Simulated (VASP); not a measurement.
W:

```xyz
1
Lattice="-1.5823 1.5823 1.5823 1.5823 -1.5823 1.5823 1.5823 1.5823 -1.5823" Properties=species:S:1:pos:R:3 pbc="T T T"
W     0.0000    0.0000    0.0000
```

Base run:

- Program: VASP 6.6.1
- Functional: LDA
- Potentials or basis: VASP PAW LDA potentials, release 64 (W_sv)
- Cutoff: 520 eV
- k mesh: 12 × 12 × 12
- Occupations: fermi-dirac, width 0.05 eV
- Spin: no spin polarisation
- Hubbard terms: W d U = 3 eV

Its results: pressure 1.3 GPa.

The run is repeated on the same cell with these changes: hubbard terms from W d U = 3 eV to none; other keys from none to shifted = yes. What comes out?

Pressure -7.1 GPa.

Caveats: U without spin polarisation on a metal has little footing (some runs); the U is typed as a test and isn't derived for this compound (some runs).
